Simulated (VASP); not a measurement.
# K (P6/mmm) in VASP: single point with PBE

Aim: the single point of K with PBE.

Everything below comes from runs of VASP 6.6.1. Logs are shortened: lines on timing, memory, paths and dates and some standing lists are left out, and cuts for length are marked.

### 1 The structure

Symmetry: P6/mmm, No. 191, hexagonal system. Conventional cell: a = 7.528 Å, b = 7.528 Å, c = 4.542 Å, α = 90.00°, β = 90.00°, γ = 120.00°. Around K (site symmetry -6m2) lie 3 K at 4.35 Å.

The cell was built by a generator and needn't be a form met in nature.

### 2 Single point, PBE

The input, INCAR:

```
SYSTEM = K
PREC = Accurate ; ENCUT = 520
EDIFF = 1E-6 ; ISMEAR = 0
SIGMA = 0.1 ; LREAL = .False.
LASPH = .True. ; NELM = 100
ALGO = Fast ; ISIF = 2
LWAVE = .False. ; LCHARG = .True.
GGA = PE ; LELF = .True.
LVHAR = .True. ; NBANDS = 20
```

The input, KPOINTS:

```
Automatic mesh
0
Gamma
  9 9 10
  0 0 0
```

The input, POSCAR:

```
K
1.0
    7.5276478420      0.0000000000      0.0000000000
   -3.7638239210      6.5191342619      0.0000000000
    0.0000000000      0.0000000000      4.5415939682
K
3
Direct
    0.0000000000      0.0000000000      0.0000000000
    0.3333333333      0.6666666667      0.5000000000
    0.6666666667      0.3333333333      0.5000000000
```

Potentials or basis: VASP PAW PBE potentials, release 64 (K_sv).

Started as:

```sh
cat potpaw_PBE.64/K_sv/POTCAR > POTCAR
mpirun -np 1 vasp_std > vasp.out
```

OUTCAR:

```text
SYSTEM = K
   PREC = Accurate
   ENCUT = 520
   EDIFF = 1E-6
   ISMEAR = 0
   LREAL = .False.
   LASPH = .True.
   NELM = 100
   ISIF = 2
   GGA = PE

 ion  position               nearest neighbor table
   1  0.000  0.000  0.000-
   2  0.333  0.667  0.500-
   3  0.667  0.333  0.500-

  LATTYP: Found a hexagonal cell.
 ALAT       =     7.5276478420
 C/A-ratio  =     0.6033217897

  Lattice vectors:

 A1 = (   7.5276478420,   0.0000000000,   0.0000000000)
 A2 = (  -3.7638239210,   6.5191342619,   0.0000000000)
 A3 = (   0.0000000000,   0.0000000000,   4.5415939682)

Analysis of symmetry for initial positions (statically):
=====================================================================
 Subroutine PRICEL returns:
 Original cell was already a primitive cell.

 Routine SETGRP: Setting up the symmetry group for a
 hexagonal supercell.

 Subroutine GETGRP returns: Found 24 space group operations
 (whereof 24 operations were pure point group operations)
 out of a pool of 24 trial point group operations.

The static configuration has the point symmetry D_6h.

Analysis of symmetry for dynamics (positions and initial velocities):
=====================================================================
 Subroutine PRICEL returns:
 Original cell was already a primitive cell.

 Routine SETGRP: Setting up the symmetry group for a
 hexagonal supercell.

 Subroutine GETGRP returns: Found 24 space group operations
 (whereof 24 operations were pure point group operations)
 out of a pool of 24 trial point group operations.

The dynamic configuration has the point symmetry D_6h.

 Subroutine INISYM returns: Found 24 space group operations
 (whereof 24 operations are pure point group operations),
 and found     1 'primitive' translations

----------------------------------------------------------------------------------------

                                     Primitive cell

  volume of cell :     222.8730

  direct lattice vectors                    reciprocal lattice vectors
     7.527647842  0.000000000  0.000000000     0.132843621  0.076697301  0.000000000
    -3.763823921  6.519134262  0.000000000     0.000000000  0.153394601  0.000000000
     0.000000000  0.000000000  4.541593968     0.000000000  0.000000000  0.220187011

  length of vectors
     7.527647842  7.527647842  4.541593968     0.153394601  0.153394601  0.220187011

  position of ions in fractional coordinates (direct lattice)
     0.000000000  0.000000000  0.000000000
     0.333333333  0.666666667  0.500000000
     0.666666667  0.333333333  0.500000000

  ion indices of the primitive-cell ions
   primitive index   ion index
                 1           1
                 2           2
                 3           3

----------------------------------------------------------------------------------------

 KPOINTS: Automatic mesh

Automatic generation of k-mesh.
 Grid dimensions read from file:
 generate k-points for:    9    9   10

 Generating k-lattice:

  Cartesian coordinates                     Fractional coordinates (reciprocal lattice)
     0.014760402  0.008521922  0.000000000     0.111111111  0.000000000  0.000000000
     0.000000000  0.017043845  0.000000000     0.000000000  0.111111111  0.000000000
     0.000000000  0.000000000  0.022018701     0.000000000  0.000000000  0.100000000

  Length of vectors
     0.017043845  0.017043845  0.022018701

  Shift w.r.t. Gamma in fractional coordinates (k-lattice)
     0.000000000  0.000000000  0.000000000

 Subroutine IBZKPT returns following result:
 ===========================================

 Found     72 irreducible k-points:

 Following reciprocal coordinates:
            Coordinates               Weight
  0.000000  0.000000  0.000000      1.000000
  0.111111  0.000000  0.000000      6.000000
  0.222222  0.000000  0.000000      6.000000
  0.333333  0.000000  0.000000      6.000000
  0.444444  0.000000  0.000000      6.000000
  0.111111  0.111111  0.000000      6.000000
[... 16 lines left out ...]
  0.333333  0.222222  0.100000     24.000000
  0.333333  0.333333  0.100000      4.000000
 [... further k-points ...]
   k-points           NKPTS =     72   k-points in BZ     NKDIM =     72   number of bands    NBANDS=     20
   number of dos      NEDOS =    301   number of ions     NIONS =      3
   total plane-waves  NPLWV = 112896
   dimension x,y,z NGX =    56 NGY =   56 NGZ =   36
   dimension x,y,z NGXF=   112 NGYF=  112 NGZF=   72
   ions per type =               3
   NGX,Y,Z   is equivalent  to a cutoff of  12.37, 12.37, 13.18 a.u.
   NGXF,Y,Z  is equivalent  to a cutoff of  24.73, 24.73, 26.36 a.u.
 SYSTEM =  K
   PREC   = accura    normal or accurate (medium, high low for compatibility)
   ISTART =      0    job   : 0-new  1-cont  2-samecut
   ICHARG =      2    charge: 1-file 2-atom 10-const
   ISPIN  =      1    spin polarized calculation?
   LNONCOLLINEAR =      F non collinear calculations
   LSORBIT =      F    spin-orbit coupling
   LASPH  =      T    aspherical Exc in radial PAW
   ENCUT  =  520.0 eV  38.22 Ry    6.18 a.u.  14.00 14.00  8.44*2*pi/ulx,y,z
   NELM   =    100;   NELMIN=  2; NELMDL= -5     # of ELM steps
   EDIFF  = 0.1E-05   stopping-criterion for ELM
   LREAL  =      F    real-space projection
   EDIFFG = 0.1E-04   stopping-criterion for IOM
   NSW    =      0    number of steps for IOM
   IBRION =     -1    ionic relax: 0-MD 1-quasi-New 2-CG
   NFREE  =      0    steps in history (QN), initial steepest desc. (CG)
   ISIF   =      2    stress and relaxation
   ISYM   =      2    0-nonsym 1-usesym 2-fastsym
   POTIM  = 0.5000    time-step for ionic-motion
   TEBEG  =    0.0;   TEEND  =   0.0 temperature during run
   PSTRESS=    0.0 pullay stress
   NELECT =      27.0000    total number of electrons
   NUPDOWN=      -1.0000    fix difference up-down
   EMIN   =  10.00;   EMAX   =-10.00  energy-range for DOS
   EFERMI =   0.00;   METHOD = LEGACY
   ISMEAR =     0;   SIGMA  =   0.10  broadening in eV -4-tet -1-fermi 0-gaus
   EFERMI_NEDOS =   21; number of points for ismear=-14 and -15
   IALGO  =     68    algorithm
   IMIX   =      4    mixing-type and parameters
     AMIX     =   0.40;   BMIX     =  1.00
     AMIX_MAG =   1.60;   BMIX_MAG =  1.00
  volume/ion in A,a.u.               =      74.29       501.34
  Fermi-wavevector in a.u.,A,eV,Ry     =   0.810047  1.530767  8.927820  0.656176
  Thomas-Fermi vector in A             =   1.919150
   LORBIT       =      0    0 simple, 1 ext, 2 COOP (PROOUT), +10 PAW based schemes
   GGA     = PE    functional components
   LHFCALC =     F    Hartree Fock is set to
   AEXX    =    0.0000 exact exchange contribution
   IVDW    =     0    specifies the selected vdW correction
   LEPSILON=     F    determine dielectric tensor
   LRPA    =     F    only Hartree local field effects (RPA)
 non-spin polarized calculation
 RMM-DIIS sequential band-by-band and
 Gauss-broadening in eV      SIGMA  =   0.10
  energy-cutoff  :      520.00
  volume of cell :      222.87
 maximum number of plane-waves:      6026
 NGX is ok and might be reduce to    56
   NGX = 27   NGY = 27   NGZ = 17

 number of electron      27.0000000 magnetization

 Free energy of the ion-electron system (eV)
  ---------------------------------------------------
  ext. energy  EPLUGINS =         0.00000000
  ---------------------------------------------------
  free energy    TOTEN  =        -3.12039364 eV

  energy without entropy =       -3.10915412  energy(sigma->0) =       -3.11477388

 E-fermi :  -0.1332     XC(G=0):  -5.6258

 val. band max:       -0.1394098185   @ k =   0.2222   0.0000   0.5000
 cond. band min:      -0.1131159881   @ k =   0.4444   0.1111   0.4000
 fundamental gap:      0.0262938305
 Fermi energy:        -0.1332221738

 k-point     1 :       0.0000    0.0000    0.0000
  band No.  band energies     occupation
      1     -32.3201      2.00000
      2     -32.3145      2.00000
      3     -32.2251      2.00000
      4     -15.8284      2.00000
      5     -15.8284      2.00000
      6     -15.7805      2.00000
[... 12 lines left out ...]
     19       1.5619      0.00000
     20       3.5818      0.00000

 k-point     2 :       0.1111    0.0000    0.0000
  band No.  band energies     occupation
      1     -32.3199      2.00000
      2     -32.3147      2.00000
      3     -32.2251      2.00000
      4     -15.8293      2.00000
      5     -15.8276      2.00000
      6     -15.7808      2.00000
[... 12 lines left out ...]
     19       1.9169      0.00000
     20       3.6172      0.00000

 k-point     3 :       0.2222    0.0000    0.0000
  band No.  band energies     occupation
      1     -32.3195      2.00000
      2     -32.3151      2.00000
      3     -32.2251      2.00000
      4     -15.8314      2.00000
      5     -15.8251      2.00000
      6     -15.7824      2.00000
[... 12 lines left out ...]
     19       2.4490      0.00000
     20       3.6492      0.00000

 k-point     4 :       0.3333    0.0000    0.0000
  band No.  band energies     occupation
      1     -32.3189      2.00000
      2     -32.3157      2.00000
      3     -32.2251      2.00000
      4     -15.8336      2.00000
      5     -15.8208      2.00000
      6     -15.7861      2.00000
[... 12 lines left out ...]
     19       2.8809      0.00000
     20       3.4374      0.00000

 k-point     5 :       0.4444    0.0000    0.0000
  band No.  band energies     occupation
      1     -32.3183      2.00000
      2     -32.3163      2.00000
      3     -32.2251      2.00000
      4     -15.8350      2.00000
      5     -15.8164      2.00000
      6     -15.7904      2.00000
[... 12 lines left out ...]
     19       2.8840      0.00000
     20       3.1219      0.00000
[... 353 lines left out ...]
      6     -15.7927      2.00000
[... 12 lines left out ...]
     19       2.9811      0.00000
     20       3.1361      0.00000

 k-point    22 :       0.2222    0.2222    0.1000
  band No.  band energies     occupation
      1     -32.3183      2.00000
      2     -32.3159      2.00000
      3     -32.2249      2.00000
      4     -15.8333      2.00000
      5     -15.8172      2.00000
      6     -15.7901      2.00000
[... 12 lines left out ...]
     19       3.0361      0.00000
     20       3.0949      0.00000

 k-point    23 :       0.3333    0.2222    0.1000
  band No.  band energies     occupation
      1     -32.3177      2.00000
      2     -32.3165      2.00000
      3     -32.2249      2.00000
      4     -15.8341      2.00000
      5     -15.8117      2.00000
      6     -15.7965      2.00000
[... 12 lines left out ...]
     19       2.9619      0.00000
     20       3.2026      0.00000

 k-point    24 :       0.3333    0.3333    0.1000
  band No.  band energies     occupation
      1     -32.3171      2.00000
      2     -32.3171      2.00000
      3     -32.2249      2.00000
      4     -15.8342      2.00000
      5     -15.8044      2.00000
      6     -15.8044      2.00000
[... 12 lines left out ...]
     19       3.1483      0.00000
     20       3.1996      0.00000

 [... further k-points ...]

------------------------ aborting loop because EDIFF is reached ----------------------------------------

  FORCE on cell =-STRESS in cart. coord.  units (eV):
  Direction    XX          YY          ZZ          XY          YZ          ZX
  --------------------------------------------------------------------------------------
  -------------------------------------------------------------------------------------
  Total       -0.0082040     -0.0082040     -0.0288498      0.0000000     -0.0000000      0.0000000
  in kB       -0.0589764     -0.0589764     -0.2073935      0.0000000     -0.0000000      0.0000000
  external PRESSURE =      -0.1084488 kB  Pullay stress =       0.0000000 kB

 VOLUME and BASIS-vectors are now :
 -----------------------------------------------------------------------------
  energy-cutoff  :      520.00
  volume of cell :      222.87
      direct lattice vectors                 reciprocal lattice vectors
     7.527647842  0.000000000  0.000000000     0.132843621  0.076697301  0.000000000
    -3.763823921  6.519134262  0.000000000     0.000000000  0.153394601  0.000000000
     0.000000000  0.000000000  4.541593968     0.000000000  0.000000000  0.220187011

 POSITION                                       TOTAL-FORCE (eV/Angst)
 -----------------------------------------------------------------------------------
      0.00000      0.00000      0.00000         0.000000      0.000000      0.000000
     -0.00000      4.34609      2.27080         0.000000      0.000000      0.000000
      3.76382      2.17304      2.27080        -0.000000     -0.000000      0.000000
 -----------------------------------------------------------------------------------
    total drift:                                0.000000     -0.000000      0.000000

  FREE ENERGIE OF THE ION-ELECTRON SYSTEM (eV)
  ---------------------------------------------------
  free  energy   TOTEN  =        -3.1203936351 eV

  energy  without entropy=       -3.1091541193  energy(sigma->0) =       -3.11477388
```

It took 3.7 min on 1 thread of Intel Xeon Platinum 8488C (Sapphire Rapids), shared host; peak memory 0.47 GiB.

Results:

```yaml
Free_energy: -3.1204 eV
Pressure: 0.0 GPa
Band_gap_on_the_k_mesh: none (metal or under the smearing width)
```

Levels at points of the mesh, in eV from the Fermi level:
| k point | band 11 | band 12 | band 13 | band 14 | band 15 | band 16 |
| --- | --- | --- | --- | --- | --- | --- |
| (0.00, 0.00, 0.00) | -15.57 | -15.55 | -2.15 | 1.16 | 1.16 | 1.17 |
| (0.00, 0.00, 0.50) | -15.57 | -15.57 | -0.28 | -0.15 | 1.80 | 1.80 |
